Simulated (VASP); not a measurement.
# Si3N4 (I-43d) in VASP: a series of runs, part 2 of 2

VASP 6.6.1.

## Step 3: Electric field gradients, r2SCAN

Input file POSCAR:

```
Si3N4
1.0
   -3.2441470000      3.2441470000      3.2441470000
    3.2441470000     -3.2441470000      3.2441470000
    3.2441470000      3.2441470000     -3.2441470000
Si N
6 8
Direct
    0.3750000000      0.2500000000      0.6250000000
    0.6250000000      0.3750000000      0.2500000000
    0.8750000000      0.1250000000      0.7500000000
    0.2500000000      0.6250000000      0.3750000000
    0.7500000000      0.8750000000      0.1250000000
    0.1250000000      0.7500000000      0.8750000000
    0.5000000000      0.0000000000      0.0627500000
    0.5627500000      0.5000000000      0.0000000000
    0.9372500000      0.9372500000      0.9372500000
    0.0000000000      0.5627500000      0.5000000000
    0.4372500000      0.4372500000      0.4372500000
    0.0000000000      0.0627500000      0.5000000000
    0.5000000000      0.0000000000      0.5627500000
    0.0627500000      0.5000000000      0.0000000000
```

Input file INCAR.step1:

```
PREC     = Accurate       # precision mode
ENCUT    = 520            # plane-wave cutoff, eV
ISMEAR   = -1             # smearing method
SIGMA    = 0.02           # smearing width, eV
LREAL    = F              # projectors in reciprocal space
LASPH    = T              # aspherical terms in the spheres
NELM     = 100            # most SCF steps
NBANDS   = 45             # bands
GGA      = PE             # functional
ALGO     = Normal         # electronic algorithm
EDIFF    = 1E-4           # SCF threshold, eV
LWAVE    = T              # write WAVECAR
LCHARG   = F              # write CHGCAR
```

Input file INCAR.step2:

```
PREC     = Accurate       # precision mode
ENCUT    = 520            # plane-wave cutoff, eV
EDIFF    = 1E-8           # SCF threshold, eV
ISMEAR   = -1             # smearing method
SIGMA    = 0.02           # smearing width, eV
LREAL    = F              # projectors in reciprocal space
LASPH    = T              # aspherical terms in the spheres
NELM     = 100            # most SCF steps
ALGO     = Normal         # electronic algorithm
ISIF     = 2              # what is computed and relaxed
LWAVE    = F              # write WAVECAR
LCHARG   = F              # write CHGCAR
METAGGA  = R2SCAN         # meta-GGA
LMIXTAU  = T            
LEFG     = T            
NBANDS   = 45             # bands
ISTART   = 1
```

Input file KPOINTS:

```
Automatic mesh
0
Gamma
  6 6 6
```

Potentials or basis: VASP PAW PBE potentials, release 64 (Si, N).

Run with:

```console
$ cat potpaw_PBE.64/Si/POTCAR potpaw_PBE.64/N/POTCAR > POTCAR
$ cp INCAR.step1 INCAR
$ mpirun -np 1 vasp_std > vasp.out
$ cp INCAR.step2 INCAR
$ mpirun -np 1 vasp_std > vasp.out
```

OUTCAR:

```text
PREC = Accurate
   ENCUT = 520
   EDIFF = 1E-8
   ISMEAR = -1
   LREAL = F
   LASPH = T
   NELM = 100
   ISIF = 2
   METAGGA = R2SCAN
   ISTART = 1

 ion  position               nearest neighbor table
   1  0.375  0.250  0.625-   8 1.76  11 1.76  13 1.76  12 1.76   2 3.03   3 3.03   4 3.03   5 3.03
                             2 3.03   3 3.03   5 3.03   4 3.03
   2  0.625  0.375  0.250-   7 1.76   8 1.76  10 1.76  11 1.76   4 3.03   4 3.03   1 3.03   5 3.03
                             1 3.03   6 3.03   5 3.03   6 3.03
   3  0.875  0.125  0.750-   9 1.76  12 1.76  13 1.76  14 1.76   6 3.03   6 3.03   5 3.03   1 3.03
                             1 3.03   5 3.03   4 3.03   4 3.03
   4  0.250  0.625  0.375-  10 1.76  11 1.76  13 1.76  14 1.76   1 3.03   2 3.03   2 3.03   3 3.03
                             3 3.03   6 3.03   1 3.03   6 3.03
   5  0.750  0.875  0.125-   7 1.76   9 1.76  12 1.76   8 1.76   3 3.03   2 3.03   6 3.03   3 3.03
                             2 3.03   1 3.03   1 3.03   6 3.03
   6  0.125  0.750  0.875-   7 1.76   9 1.76  10 1.76  14 1.76   5 3.03   3 3.03   3 3.03   2 3.03
                             2 3.03   4 3.03   4 3.03   5 3.03
   7  0.500  0.000  0.063-   2 1.76   5 1.76   6 1.76
   8  0.563  0.500  0.000-   1 1.76   2 1.76   5 1.76
   9  0.937  0.937  0.937-   3 1.76   5 1.76   6 1.76
  10  0.000  0.563  0.500-   2 1.76   4 1.76   6 1.76
  11  0.437  0.437  0.437-   1 1.76   2 1.76   4 1.76
  12  0.000  0.063  0.500-   3 1.76   5 1.76   1 1.76
  13  0.500  0.000  0.563-   1 1.76   3 1.76   4 1.76
  14  0.063  0.500  0.000-   3 1.76   4 1.76   6 1.76

  LATTYP: Found a body centered cubic cell.
 ALAT       =     6.4882940000

  Lattice vectors:

[... 1016 lines left out ...]
  13       0.000     0.000    -0.000   -28.552    28.550    28.550
  14      -0.000     0.000     0.000    28.550    28.550   -28.552
---------------------------------------------------------------------

 Electric field gradients after diagonalization (V/A^2)
 (convention: |V_zz| > |V_xx| > |V_yy|)
----------------------------------------------------------------------
 ion       V_xx      V_yy      V_zz     asymmetry (V_yy - V_xx)/ V_zz
----------------------------------------------------------------------
   1       0.385     0.385    -0.771       0.000
   2       0.385     0.385    -0.771       0.000
   3       0.385     0.385    -0.771       0.000
   4       0.385     0.385    -0.771       0.000
   5       0.385     0.385    -0.771       0.000
   6       0.385     0.385    -0.771       0.000
   7      28.553    28.548   -57.101       0.000
   8      28.553    28.548   -57.101       0.000
   9      28.552    28.552   -57.104       0.000
  10      28.553    28.548   -57.101       0.000
  11      28.552    28.552   -57.104       0.000
  12      28.553    28.548   -57.101       0.000
  13      28.553    28.548   -57.101       0.000
  14      28.553    28.548   -57.101       0.000
----------------------------------------------------------------------

           NMR quadrupolar parameters

 Cq : quadrupolar parameter    Cq=e*Q*V_zz/h
 eta: asymmetry parameters     (V_yy - V_xx)/ V_zz
 Q  : nuclear electric quadrupole moment in mb (millibarn)
----------------------------------------------------------------------
 ion       Cq(MHz)       eta       Q (mb)
----------------------------------------------------------------------
   1      -0.002       0.000       1.000
   2      -0.002       0.000       1.000
   3      -0.002       0.000       1.000
   4      -0.002       0.000       1.000
   5      -0.002       0.000       1.000
   6      -0.002       0.000       1.000
   7      -0.138       0.000       1.000
   8      -0.138       0.000       1.000
   9      -0.138       0.000       1.000
  10      -0.138       0.000       1.000
  11      -0.138       0.000       1.000
  12      -0.138       0.000       1.000
  13      -0.138       0.000       1.000
  14      -0.138       0.000       1.000
----------------------------------------------------------------------
```

OUTCAR.step1:

```text
PREC = Accurate
   ENCUT = 520
   ISMEAR = -1
   LREAL = F
   LASPH = T
[... 1018 lines left out ...]
      1.41850      1.41850      1.41850        -0.000275     -0.000275     -0.000275
      1.82564      1.41850     -1.41850         0.000275     -0.000275      0.000275
      0.20357      3.44772     -0.20357         0.000275      0.000275     -0.000275
      1.41850     -1.41850      1.82564        -0.000275      0.000275      0.000275
 -----------------------------------------------------------------------------------
    total drift:                               -0.000001     -0.000001     -0.000001

  FREE ENERGIE OF THE ION-ELECTRON SYSTEM (eV)
  ---------------------------------------------------
  free  energy   TOTEN  =      -113.1515637138 eV

  energy  without entropy=     -113.1515637137  energy(sigma->0) =     -113.15156371
```

Run time: 5.9 min. Hardware: 1 thread of Intel Xeon Platinum 8488C (Sapphire Rapids), shared host; peak memory 0.31 GiB.

Results:

| Property | Result |
| --- | --- |
| Free energy | -142.7201 eV |
| Pressure | -5.9 GPa |
| Largest force | 0.046 eV/Å |
| Band gap on the k mesh | 4.66 eV, indirect (least direct gap 4.84 eV) |

Forces on the atoms (eV/Å):
```
Si   0.000  0.000  0.000
Si   0.000  0.000  0.000
Si   0.000  0.000  0.000
Si   0.000  0.000  0.000
Si   0.000  0.000  0.000
Si   0.000  0.000  0.000
N    0.026  0.026 -0.026
N   -0.026  0.026  0.026
N   -0.026 -0.026 -0.026
N    0.026 -0.026  0.026
N   -0.026 -0.026 -0.026
N    0.026 -0.026  0.026
N    0.026  0.026 -0.026
N   -0.026  0.026  0.026
```

Electric field gradients, principal values (V/Å²):
```tsv
atom	Vxx	Vyy	Vzz
1 Si	0.385	0.385	-0.771
2 Si	0.385	0.385	-0.771
3 Si	0.385	0.385	-0.771
4 Si	0.385	0.385	-0.771
5 Si	0.385	0.385	-0.771
6 Si	0.385	0.385	-0.771
7 N	28.548	28.553	-57.101
8 N	28.548	28.553	-57.101
9 N	28.552	28.552	-57.104
10 N	28.548	28.553	-57.101
11 N	28.552	28.552	-57.104
12 N	28.548	28.553	-57.101
13 N	28.548	28.553	-57.101
14 N	28.548	28.553	-57.101
```

Caveat: the PAW data sets were made with another functional, which shifts forces and pressure a little. r2SCAN opens gaps a little over a GGA but as a rule still falls short of measured ones.

## Step 4: Electric field gradients, PBE

Input file INCAR:

```
PREC = Accurate
ENCUT = 520
EDIFF = 1E-8
ISMEAR = -1
SIGMA = 0.02
LREAL = F
LASPH = T
NELM = 100
ALGO = Normal
ISIF = 2
LWAVE = F
LCHARG = F
GGA = PE
LEFG = T
NELECT = 63.0
NBANDS = 45
```

Input file KPOINTS:

```
regular mesh
0
Gamma
  6 6 6
```

POSCAR is that of step 3.

Potentials or basis: VASP PAW PBE potentials, release 64 (Si, N).

Run with:

```console
$ cat potpaw_PBE.64/Si/POTCAR potpaw_PBE.64/N/POTCAR > POTCAR
$ mpirun -np 1 vasp_std > vasp.out
```

OUTCAR:

```text
PREC = Accurate
   ENCUT = 520
   EDIFF = 1E-8
   ISMEAR = -1
   LREAL = F
   LASPH = T
   NELM = 100
   ISIF = 2
   GGA = PE
   NELECT = 63.0

 ion  position               nearest neighbor table
   1  0.375  0.250  0.625-   8 1.76  11 1.76  13 1.76  12 1.76   2 3.03   3 3.03   4 3.03   5 3.03
                             2 3.03   3 3.03   5 3.03   4 3.03
   2  0.625  0.375  0.250-   7 1.76   8 1.76  10 1.76  11 1.76   4 3.03   4 3.03   1 3.03   5 3.03
                             1 3.03   6 3.03   5 3.03   6 3.03
   3  0.875  0.125  0.750-   9 1.76  12 1.76  13 1.76  14 1.76   6 3.03   6 3.03   5 3.03   1 3.03
                             1 3.03   5 3.03   4 3.03   4 3.03
   4  0.250  0.625  0.375-  10 1.76  11 1.76  13 1.76  14 1.76   1 3.03   2 3.03   2 3.03   3 3.03
                             3 3.03   6 3.03   1 3.03   6 3.03
   5  0.750  0.875  0.125-   7 1.76   9 1.76  12 1.76   8 1.76   3 3.03   2 3.03   6 3.03   3 3.03
                             2 3.03   1 3.03   1 3.03   6 3.03
   6  0.125  0.750  0.875-   7 1.76   9 1.76  10 1.76  14 1.76   5 3.03   3 3.03   3 3.03   2 3.03
                             2 3.03   4 3.03   4 3.03   5 3.03
   7  0.500  0.000  0.063-   2 1.76   5 1.76   6 1.76
   8  0.563  0.500  0.000-   1 1.76   2 1.76   5 1.76
   9  0.937  0.937  0.937-   3 1.76   5 1.76   6 1.76
  10  0.000  0.563  0.500-   2 1.76   4 1.76   6 1.76
  11  0.437  0.437  0.437-   1 1.76   2 1.76   4 1.76
  12  0.000  0.063  0.500-   3 1.76   5 1.76   1 1.76
  13  0.500  0.000  0.563-   1 1.76   3 1.76   4 1.76
  14  0.063  0.500  0.000-   3 1.76   4 1.76   6 1.76

  LATTYP: Found a body centered cubic cell.
 ALAT       =     6.4882940000

  Lattice vectors:

 A1 = (  -3.2441470000,   3.2441470000,   3.2441470000)
 A2 = (   3.2441470000,  -3.2441470000,   3.2441470000)
 A3 = (   3.2441470000,   3.2441470000,  -3.2441470000)

Analysis of symmetry for initial positions (statically):
=====================================================================
 Subroutine PRICEL returns:
 Original cell was already a primitive cell.

 Routine SETGRP: Setting up the symmetry group for a
 body centered cubic supercell.

 Subroutine GETGRP returns: Found 24 space group operations
 (whereof  3 operations were pure point group operations)
 out of a pool of 48 trial point group operations.

The static configuration has the point symmetry C_3 .
 The point group associated with its full space group is T_d .

Analysis of symmetry for dynamics (positions and initial velocities):
=====================================================================
 Subroutine PRICEL returns:
 Original cell was already a primitive cell.

 Routine SETGRP: Setting up the symmetry group for a
 body centered cubic supercell.

 Subroutine GETGRP returns: Found 24 space group operations
 (whereof  3 operations were pure point group operations)
 out of a pool of 48 trial point group operations.

The dynamic configuration has the point symmetry C_3 .
 The point group associated with its full space group is T_d .

 Subroutine INISYM returns: Found 24 space group operations
 (whereof  3 operations are pure point group operations),
 and found     1 'primitive' translations

[... 906 lines left out ...]
  --------------------------------------------------------------------------------------
  -------------------------------------------------------------------------------------
  Total      -11.1933708    -11.1933708    -11.1933708      0.0000000      0.0000000      0.0000000
  in kB     -131.3136602   -131.3136602   -131.3136602      0.0000000      0.0000000      0.0000000
  external PRESSURE =    -131.3136602 kB  Pullay stress =       0.0000000 kB

 VOLUME and BASIS-vectors are now :
 -----------------------------------------------------------------------------
  energy-cutoff  :      520.00
  volume of cell :      136.57
      direct lattice vectors                 reciprocal lattice vectors
    -3.244147000  3.244147000  3.244147000     0.000000000  0.154123719  0.154123719
     3.244147000 -3.244147000  3.244147000     0.154123719  0.000000000  0.154123719
     3.244147000  3.244147000 -3.244147000     0.154123719  0.154123719  0.000000000

 POSITION                                       TOTAL-FORCE (eV/Angst)
 -----------------------------------------------------------------------------------
      1.62207      2.43311      0.00000         0.000000      0.000000      0.000000
      0.00000      1.62207      2.43311         0.000000      0.000000      0.000000
     -0.00000      4.86622      0.81104         0.000000      0.000000      0.000000
      2.43311      0.00000      1.62207        -0.000000      0.000000      0.000000
      0.81104     -0.00000      4.86622         0.000000     -0.000000      0.000000
      4.86622      0.81104      0.00000        -0.000000      0.000000      0.000000
     -1.41850      1.82564      1.41850        -0.011185     -0.011185      0.011185
     -0.20357      0.20357      3.44772         0.011185     -0.011185     -0.011185
      3.04058      3.04058      3.04058         0.011185      0.011185      0.011185
      3.44772     -0.20357      0.20357        -0.011185      0.011185     -0.011185
      1.41850      1.41850      1.41850         0.011185      0.011185      0.011185
      1.82564      1.41850     -1.41850        -0.011185      0.011185     -0.011185
      0.20357      3.44772     -0.20357        -0.011185     -0.011185      0.011185
      1.41850     -1.41850      1.82564         0.011185     -0.011185     -0.011185
 -----------------------------------------------------------------------------------
    total drift:                               -0.000001     -0.000001     -0.000001

  FREE ENERGIE OF THE ION-ELECTRON SYSTEM (eV)
  ---------------------------------------------------
  free  energy   TOTEN  =      -120.6909977355 eV

  energy  without entropy=     -120.6820670605  energy(sigma->0) =     -120.68653240

 Electric field gradients (V/A^2)
---------------------------------------------------------------------
 ion       V_xx      V_yy      V_zz      V_xy      V_xz      V_yz
---------------------------------------------------------------------
   1       0.326    -0.651     0.326     0.000     0.000     0.000
   2       0.326     0.326    -0.651     0.000     0.000     0.000
   3       0.326     0.326    -0.651     0.000     0.000     0.000
   4      -0.651     0.326     0.326     0.000     0.000     0.000
   5      -0.651     0.326     0.326     0.000     0.000     0.000
   6       0.326    -0.651     0.326     0.000     0.000     0.000
   7       0.000     0.000    -0.000   -16.458    16.455    16.455
   8      -0.000     0.000     0.000    16.455    16.455   -16.458
   9       0.000    -0.000    -0.000   -16.457   -16.457   -16.457
  10       0.000    -0.000     0.000    16.455   -16.458    16.455
  11       0.000     0.000    -0.000   -16.457   -16.457   -16.457
  12       0.000    -0.000     0.000    16.455   -16.458    16.455
  13       0.000     0.000    -0.000   -16.458    16.455    16.455
  14      -0.000     0.000     0.000    16.455    16.455   -16.458
---------------------------------------------------------------------

 Electric field gradients after diagonalization (V/A^2)
 (convention: |V_zz| > |V_xx| > |V_yy|)
----------------------------------------------------------------------
 ion       V_xx      V_yy      V_zz     asymmetry (V_yy - V_xx)/ V_zz
----------------------------------------------------------------------
   1       0.326     0.325    -0.651       0.000
   2       0.326     0.325    -0.651       0.000
   3       0.326     0.325    -0.651       0.000
   4       0.326     0.325    -0.651       0.000
   5       0.326     0.325    -0.651       0.000
   6       0.326     0.325    -0.651       0.000
   7      16.458    16.453   -32.911       0.000
   8      16.458    16.453   -32.911       0.000
   9      16.457    16.457   -32.914       0.000
  10      16.458    16.453   -32.911       0.000
  11      16.457    16.457   -32.914       0.000
  12      16.458    16.453   -32.911       0.000
  13      16.458    16.453   -32.911       0.000
  14      16.458    16.453   -32.911       0.000
----------------------------------------------------------------------

           NMR quadrupolar parameters

 Cq : quadrupolar parameter    Cq=e*Q*V_zz/h
 eta: asymmetry parameters     (V_yy - V_xx)/ V_zz
 Q  : nuclear electric quadrupole moment in mb (millibarn)
----------------------------------------------------------------------
 ion       Cq(MHz)       eta       Q (mb)
----------------------------------------------------------------------
   1      -0.002       0.000       1.000
   2      -0.002       0.000       1.000
   3      -0.002       0.000       1.000
   4      -0.002       0.000       1.000
   5      -0.002       0.000       1.000
   6      -0.002       0.000       1.000
   7      -0.080       0.000       1.000
   8      -0.080       0.000       1.000
   9      -0.080       0.000       1.000
  10      -0.080       0.000       1.000
  11      -0.080       0.000       1.000
  12      -0.080       0.000       1.000
  13      -0.080       0.000       1.000
  14      -0.080       0.000       1.000
----------------------------------------------------------------------
```

Wall time 94 s (1 thread of Intel Xeon Platinum 8488C (Sapphire Rapids), shared host); peak memory 0.28 GiB.

What came out:

| Property | Result |
| --- | --- |
| Free energy | -120.6910 eV |
| Largest force | 0.019 eV/Å |
| Band gap on the k mesh | none (metal or under the smearing width) |

Forces on the atoms (eV/Å):
```
Si   0.000  0.000  0.000
Si   0.000  0.000  0.000
Si   0.000  0.000  0.000
Si   0.000  0.000  0.000
Si   0.000  0.000  0.000
Si   0.000  0.000  0.000
N   -0.011 -0.011  0.011
N    0.011 -0.011 -0.011
N    0.011  0.011  0.011
N   -0.011  0.011 -0.011
N    0.011  0.011  0.011
N   -0.011  0.011 -0.011
N   -0.011 -0.011  0.011
N    0.011 -0.011 -0.011
```

Electric field gradients, principal values (V/Å²):
| atom | Vxx | Vyy | Vzz |
| --- | --- | --- | --- |
| 1 Si | 0.325 | 0.326 | -0.651 |
| 2 Si | 0.325 | 0.326 | -0.651 |
| 3 Si | 0.325 | 0.326 | -0.651 |
| 4 Si | 0.325 | 0.326 | -0.651 |
| 5 Si | 0.325 | 0.326 | -0.651 |
| 6 Si | 0.325 | 0.326 | -0.651 |
| 7 N | 16.453 | 16.458 | -32.911 |
| 8 N | 16.453 | 16.458 | -32.911 |
| 9 N | 16.457 | 16.457 | -32.914 |
| 10 N | 16.453 | 16.458 | -32.911 |
| 11 N | 16.457 | 16.457 | -32.914 |
| 12 N | 16.453 | 16.458 | -32.911 |
| 13 N | 16.453 | 16.458 | -32.911 |
| 14 N | 16.453 | 16.458 | -32.911 |

Caveat: the cell carries a net charge on a neutralising background, which shifts energy and pressure; the cell is charged against a uniform background, so pressure and absolute levels hang on convention.
